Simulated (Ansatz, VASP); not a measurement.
# LiF in VASP and in Ansatz

Contents of POSCAR:

```
LiF
1.0
    0.0000000000      1.9749230202      1.9749230202
    1.9749230202      0.0000000000      1.9749230202
    1.9749230202      1.9749230202      0.0000000000
Li F
1 1
Direct
    0.0000000000      0.0000000000      0.0000000000
    0.5000000000      0.5000000000      0.5000000000
```

INCAR.step1

```
ALGO = Normal
EDIFF = 1E-4
ENCUT = 520
GGA = PE
ISMEAR = 0
LASPH = T
LCHARG = F
LREAL = F
LWAVE = T
NBANDS = 12
NELM = 60
PREC = Accurate
SIGMA = 0.01
```

Contents of INCAR.step2:

```
ALGO = Normal
EDIFF = 1E-6
ENCUT = 520
ISIF = 2
ISMEAR = 0
ISTART = 1
LASPH = T
LCHARG = F
LMIXTAU = T
LREAL = F
LWAVE = F
METAGGA = R2SCAN
NBANDS = 12
NELM = 60
PREC = Accurate
SIGMA = 0.01
```

The input KPOINTS:

```
k-points
0
Gamma
  10 10 10
```

Input for Ansatz:

```yaml
crystal:
  lattice:
    - [0.0, 1.9749230202, 1.9749230202]
    - [1.9749230202, 0.0, 1.9749230202]
    - [1.9749230202, 1.9749230202, 0.0]
  atoms:
    - { symbol: Li, position: [0.0, 0.0, 0.0] }
    - { symbol: F, position: [0.5, 0.5, 0.5] }
kpoints:
  mp_grid: { grid: [10, 10, 10] }
  band_path:
    path:
      - [0.0, 0.0, 0.0]
      - [0.5, 0.0, 0.5]
      - [0.625, 0.25, 0.625]
      - [0.375, 0.375, 0.75]
      - [0.5, 0.5, 0.5]
      - [0.5, 0.25, 0.75]
      - [-0.067708, 0.0, 0.067708]
    npoints: 1
hamiltonian:
  xc: r2scan
scf:
  occupations: { method: fixed }
  n_extra_bands: 4
output:
  forces: true
  stress: true
  eigenvalues: true
```

Change from the starting cell: hydrostatic strain -1.0%.

Alike in both runs: task single point; functional r2SCAN; k mesh 10 × 10 × 10; no spin polarisation.

|  | VASP | Ansatz |
| --- | --- | --- |
| version | VASP 6.6.1 | Ansatz 0.2.0 |
| potentials or method | VASP PAW PBE potentials, release 64 (Li_sv, F) | plane waves, PAW |
| plane-wave cutoff (eV) | 520 | 500 |
| occupations | gaussian, width 0.01 eV | fixed |
| valence electrons in the cell | 10 | 10 |

VASP gave:

| Property | Result |
| --- | --- |
| gap on the k mesh at the Fermi level (eV) | 10.85 |

Which values does Ansatz return?

gap on the k mesh at the Fermi level (eV): 10.63.

 A k mesh can miss the band edges.
